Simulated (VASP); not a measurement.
# AlN (P6_3mc) in VASP: a series of runs, part 2 of 3

VASP 6.6.1.

### 3 G0W0 quasiparticle levels, PBE

File POSCAR:

```
AlN
1.0
    3.1130000000      0.0000000000      0.0000000000
   -1.5565000000      2.6959370820      0.0000000000
    0.0000000000      0.0000000000      4.9810000000
Al N
2 2
Direct
    0.6666666667      0.3333333333      0.5000000000
    0.3333333333      0.6666666667      0.0000000000
    0.6666666667      0.3333333333      0.8800000000
    0.3333333333      0.6666666667      0.3800000000
```

File INCAR.step1:

```
  PREC = Accurate
  ENCUT = 450
  EDIFF = 1E-8
  ISMEAR = 0
  SIGMA = 0.01
  LREAL = False
  LASPH = True
  NELM = 80
  ALGO = Normal
  LWAVE = True
  LCHARG = False
  GGA = PE
```

File INCAR.step2:

```
  PREC = Accurate
  ENCUT = 450
  EDIFF = 1E-8
  ISMEAR = 0
  SIGMA = 0.01
  LREAL = False
  LASPH = True
  NELM = 1
  ALGO = Exact
  LWAVE = True
  LCHARG = False
  GGA = PE
  NBANDS = 33
  LOPTICS = True
  ISTART = 1
```

File INCAR.step3:

```
  PREC = Accurate
  ENCUT = 450
  EDIFF = 1E-8
  ISMEAR = 0
  SIGMA = 0.01
  LREAL = False
  LASPH = True
  ALGO = EVGW0
  LWAVE = False
  LCHARG = False
  GGA = PE
  NELMGW = 1
  NBANDS = 33
  ENCUTGW = 50
  NOMEGA = 48
  PRECFOCK = Fast
  ISTART = 1
  NBANDSGW = 16
```

File KPOINTS:

```
Automatic mesh
0
Gamma
  4 4 3
```

Potentials or basis: VASP PAW PBE potentials, release 64 (Al_GW, N_GW).

Run with:

```sh
$ cat potpaw_PBE.64/Al_GW/POTCAR potpaw_PBE.64/N_GW/POTCAR > POTCAR
$ cp INCAR.step1 INCAR
$ mpirun -np 1 vasp_std > vasp.out
$ cp INCAR.step2 INCAR
$ mpirun -np 1 vasp_std > vasp.out
$ cp INCAR.step3 INCAR
$ mpirun -np 1 vasp_std > vasp.out
```

OUTCAR:

```text
PREC = Accurate
   ENCUT = 450
   EDIFF = 1E-8
   ISMEAR = 0
   LREAL = False
   LASPH = True
   GGA = PE
   NELMGW = 1
   ENCUTGW = 50
   PRECFOCK = Fast
   ISTART = 1

 Found      8 irreducible k-points:

 Following reciprocal coordinates:
            Coordinates               Weight
  0.000000  0.000000  0.000000      1.000000
  0.250000 -0.000000  0.000000      6.000000
  0.500000 -0.000000  0.000000      3.000000
  0.250000  0.250000  0.000000      6.000000
  0.000000  0.000000  0.333333      2.000000
  0.250000 -0.000000  0.333333     12.000000
   k-points           NKPTS =      8   k-points in BZ     NKDIM =     48   number of bands    NBANDS=     33
   number of dos      NEDOS =    301   number of ions     NIONS =      4
   total plane-waves  NPLWV =  20736
   dimension x,y,z NGX =    24 NGY =   24 NGZ =   36
   dimension x,y,z NGXF=    48 NGYF=   48 NGZF=   72
   ions per type =               2   2
   NGX,Y,Z   is equivalent  to a cutoff of  12.82, 12.82, 12.02 a.u.
   NGXF,Y,Z  is equivalent  to a cutoff of  25.63, 25.63, 24.03 a.u.
 SYSTEM =  unknown system
   PREC   = accura    normal or accurate (medium, high low for compatibility)
   ISTART =      1    job   : 0-new  1-cont  2-samecut
   ICHARG =      0    charge: 1-file 2-atom 10-const
   ISPIN  =      1    spin polarized calculation?
   LNONCOLLINEAR =      F non collinear calculations
   LSORBIT =      F    spin-orbit coupling
   LASPH  =      T    aspherical Exc in radial PAW
   ENCUT  =  450.0 eV  33.07 Ry    5.75 a.u.   5.38  5.38  8.62*2*pi/ulx,y,z
   NELM   =     60;   NELMIN=  2; NELMDL=  0     # of ELM steps
   EDIFF  = 0.1E-07   stopping-criterion for ELM
   LREAL  =      F    real-space projection
   EDIFFG = 0.1E-06   stopping-criterion for IOM
   NSW    =      0    number of steps for IOM
   IBRION =     -1    ionic relax: 0-MD 1-quasi-New 2-CG
   NFREE  =      0    steps in history (QN), initial steepest desc. (CG)
   ISIF   =      0    stress and relaxation
   ISYM   =      3    0-nonsym 1-usesym 2-fastsym
   POTIM  = 0.5000    time-step for ionic-motion
   TEBEG  =    0.0;   TEEND  =   0.0 temperature during run
   PSTRESS=    0.0 pullay stress
   NELECT =      16.0000    total number of electrons
   NUPDOWN=      -1.0000    fix difference up-down
   EMIN   =  10.00;   EMAX   =-10.00  energy-range for DOS
   EFERMI =   0.00;   METHOD = LEGACY
   ISMEAR =     0;   SIGMA  =   0.01  broadening in eV -4-tet -1-fermi 0-gaus
   EFERMI_NEDOS =   21; number of points for ismear=-14 and -15
   IALGO  =     38    algorithm
   IMIX   =      4    mixing-type and parameters
     AMIX     =   0.40;   BMIX     =  1.00
     AMIX_MAG =   1.60;   BMIX_MAG =  1.00
  volume/ion in A,a.u.               =      10.45        70.52
  Fermi-wavevector in a.u.,A,eV,Ry     =   1.188629  2.246183 19.222843  1.412839
  Thomas-Fermi vector in A             =   2.324754
   LORBIT       =      0    0 simple, 1 ext, 2 COOP (PROOUT), +10 PAW based schemes
   GGA     = PE    functional components
   LHFCALC =     T    Hartree Fock is set to
   PRECFOCK=fast      Normal, Fast or Accurate (Low or Medium for compatibility)
   ENCUT4O =  -1.0   cutoff for four orbital integrals eV
   NKREDX  =     1    reduce k-point grid by
   NKREDY  =     1    reduce k-point grid by
   NKREDZ  =     1    reduce k-point grid by
   AEXX    =    1.0000 exact exchange contribution
   HFSCREEN=    0.0000 screening length (either q_TF or 0.3 A-1)
   HFSCREENC=   0.0000 screening length for correlation (either q_TF or 0.3 A-1)
   ENCUTFOCK=  -1.0 apply spherical cutoff to Coloumb kernel
   IVDW    =     0    specifies the selected vdW correction
   LEPSILON=     F    determine dielectric tensor
   LRPA    =     F    only Hartree local field effects (RPA)
   LRPAFORCE           =     F    calculate RPA forces
   ENCUTGW             =  50.0    cutoff for response function in eV
   ENCUTGWSOFT         =  40.0    soft cutoff for Coulomb kernel in GW response function in eV
   ENCUTLF             =  -1.0    cutoff for local field effects
   NELMGW              =     1    number of iterations in solving QP/BSE equation
   NELMHF              =     1    number of iterations in the inner HF iteration
   NKREDLFX            =     1    NKREDLFY  =   1   NKREDLFZ  =   1
 non-spin polarized calculation
 Gauss-broadening in eV      SIGMA  =   0.01
  energy-cutoff  :      450.00
  volume of cell :       41.80
 maximum number of plane-waves:       929
 NGX is ok and might be reduce to    24
  NGX = 12; NGY = 12; NGZ = 20
   NGX = 11   NGY = 11   NGZ = 17
 maximum number of plane-waves:        38
 NGX is ok and might be reduce to    10

 QP shifts <psi_nk| G(iteration)W_0 |psi_nk>: iteration 1
 for sc-GW calculations column KS-energies equals QP-energies in previous step
 and V_xc(KS)=  KS-energies - (<T + V_ion + V_H > + <T+V_H+V_ion>^1  + <V_x>^1)

 k-point   1 :       0.0000    0.0000    0.0000
  band No.  KS-energies  QP-energies   sigma(KS)   V_xc(KS)     V^pw_x(r,r')   Z            occupation Imag(sigma)

      1     -10.0517     -11.3444     -16.5704     -14.7935     -24.7724       0.7275       2.0000       1.3569
      2      -7.9009      -9.0520     -17.9541     -16.3505     -25.8675       0.7178       2.0000       0.9774
      3      -0.8685      -1.7228     -13.8161     -12.6477     -18.5133       0.7311       2.0000       0.2332
      4       4.2844       4.0176     -16.6412     -16.3010     -20.6613       0.7842       2.0000       0.1158
      5       4.2844       4.0176     -16.6412     -16.3010     -20.6613       0.7842       2.0000       0.1158
      6       4.9402       4.8044     -16.9406     -16.7686     -20.8670       0.7898       2.0000       0.1092
[... 8 lines left out ...]
     15      18.2584      19.9841      -8.3456     -10.4987      -4.0010       0.8015       0.0000      -0.1606
     16      18.2584      19.9841      -8.3456     -10.4987      -4.0010       0.8015       0.0000      -0.1606

 k-point   2 :       0.2500   -0.0000    0.0000
  band No.  KS-energies  QP-energies   sigma(KS)   V_xc(KS)     V^pw_x(r,r')   Z            occupation Imag(sigma)

      1      -9.3043     -10.5292     -16.8995     -15.2088     -25.0037       0.7245       2.0000       1.2225
      2      -7.5334      -8.6621     -18.2325     -16.6509     -26.0867       0.7136       2.0000       0.9041
      3       0.0452      -0.7526     -14.1132     -13.0407     -18.5734       0.7439       2.0000       0.1896
      4       1.6879       1.0258     -14.9785     -14.1112     -19.1139       0.7634       2.0000       0.1440
      5       2.6847       2.1694     -15.7017     -15.0358     -19.6830       0.7738       2.0000       0.1287
      6       3.5764       3.1665     -16.1565     -15.6297     -20.2106       0.7784       2.0000       0.1242
[... 8 lines left out ...]
     15      17.2389      19.0634      -9.5777     -11.8950      -5.2159       0.7874       0.0000      -0.1552
     16      18.4032      20.0687      -8.6355     -10.7356      -4.1480       0.7931       0.0000      -0.2039

 k-point   3 :       0.5000   -0.0000    0.0000
  band No.  KS-energies  QP-energies   sigma(KS)   V_xc(KS)     V^pw_x(r,r')   Z            occupation Imag(sigma)

      1      -8.0883      -9.2429     -17.8043     -16.1987     -25.7436       0.7191       2.0000       1.0037
      2      -7.3924      -8.5170     -18.2813     -16.7086     -26.0999       0.7151       2.0000       0.8760
      3      -0.3106      -1.1650     -14.1461     -12.9939     -18.6816       0.7416       2.0000       0.2002
      4       0.9790       0.2506     -14.9057     -13.9404     -19.2462       0.7545       2.0000       0.1616
      5       1.7794       1.1502     -15.0426     -14.2168     -19.2476       0.7620       2.0000       0.1477
      6       3.0536       2.5506     -15.9053     -15.2545     -20.0245       0.7729       2.0000       0.1301
[... 8 lines left out ...]
     15      17.9676      19.8138      -9.9882     -12.3482      -5.6068       0.7823       0.0000      -0.1830
     16      20.2799      21.7874      -8.1499     -10.1070      -3.0588       0.7703       0.0000      -0.2962

 k-point   4 :       0.2500    0.2500    0.0000
  band No.  KS-energies  QP-energies   sigma(KS)   V_xc(KS)     V^pw_x(r,r')   Z            occupation Imag(sigma)

      1      -8.1838      -9.3346     -17.6511     -16.0417     -25.5922       0.7151       2.0000       1.0114
      2      -7.3110      -8.4323     -18.4324     -16.8667     -26.2559       0.7162       2.0000       0.8636
      3       0.5322      -0.2828     -14.4303     -13.3496     -18.7304       0.7542       2.0000       0.1677
      4       1.0568       0.3484     -14.7401     -13.8037     -19.0480       0.7565       2.0000       0.1593
      5       1.5915       0.9343     -14.7817     -13.9194     -18.9507       0.7621       2.0000       0.1498
      6       2.2865       1.7191     -15.3363     -14.5978     -19.4158       0.7683       2.0000       0.1363
[... 8 lines left out ...]
     15      17.3157      19.1976      -9.9014     -12.2912      -5.5498       0.7875       0.0000      -0.1615
     16      19.7666      21.4912      -9.2876     -11.5002      -4.3477       0.7794       0.0000      -0.3027

 k-point   5 :       0.0000    0.0000    0.3333
  band No.  KS-energies  QP-energies   sigma(KS)   V_xc(KS)     V^pw_x(r,r')   Z            occupation Imag(sigma)

      1      -9.6366     -10.8957     -16.7384     -15.0033     -24.8779       0.7257       2.0000       1.2845
      2      -8.6034      -9.7925     -17.3264     -15.6804     -25.3203       0.7224       2.0000       1.1003
      3       0.4767      -0.2822     -14.6423     -13.6285     -19.0538       0.7486       2.0000       0.1745
      4       3.2314       2.8131     -15.8086     -15.2718     -19.6411       0.7792       2.0000       0.1225
      5       4.4415       4.2046     -16.7117     -16.4101     -20.7103       0.7856       2.0000       0.1141
      6       4.4415       4.2046     -16.7117     -16.4101     -20.7103       0.7856       2.0000       0.1141
[... 8 lines left out ...]
     15      17.1524      18.7321      -8.1007     -10.0608      -3.9099       0.8059       0.0000      -0.1352
     16      17.1524      18.7321      -8.1007     -10.0608      -3.9099       0.8059       0.0000      -0.1352

 k-point   6 :       0.2500   -0.0000    0.3333
  band No.  KS-energies  QP-energies   sigma(KS)   V_xc(KS)     V^pw_x(r,r')   Z            occupation Imag(sigma)

      1      -8.9399     -10.1380     -17.0961     -15.4331     -25.1425       0.7205       2.0000       1.1543
      2      -8.0738      -9.2280     -17.7062     -16.0983     -25.6254       0.7178       2.0000       0.9962
      3       0.5772      -0.1694     -14.7148     -13.7204     -19.1077       0.7509       2.0000       0.1707
      4       1.6876       1.0496     -15.2739     -14.4378     -19.4158       0.7630       2.0000       0.1431
      5       2.7397       2.2135     -15.4195     -14.7395     -19.4404       0.7737       2.0000       0.1317
      6       3.8308       3.4684     -16.2823     -15.8186     -20.3041       0.7816       2.0000       0.1213
[... 8 lines left out ...]
     15      17.4708      19.0872      -8.4256     -10.4448      -4.1306       0.8005       0.0000      -0.1583
     16      18.3466      20.0534      -8.8119     -10.9654      -4.3008       0.7926       0.0000      -0.2033

 [... further k-points ...]
```

Wall time 45 s (1 thread of Intel Xeon Platinum 8259CL at 2.50GHz (Skylake/Cascade Lake), shared host); peak memory 0.32 GiB.

The run converged, but some of its settings lie outside the range that counts as converged, so its numbers aren't taken as properties of the crystal.

Results:

| Item | Value |
| --- | --- |
| Band gap on the k mesh, mean-field level | 4.21 eV, direct |
| Quasiparticle gap | 5.36 eV |
| Least direct quasiparticle gap | 5.36 eV |

Caveat: the k mesh is coarse (spacing up to 0.58 Å⁻¹), so the values aren't converged; bands, screening cutoff and mesh are small and nothing is extrapolated, so the quasiparticle values aren't converged.

(Continued in part 3 of 3.)
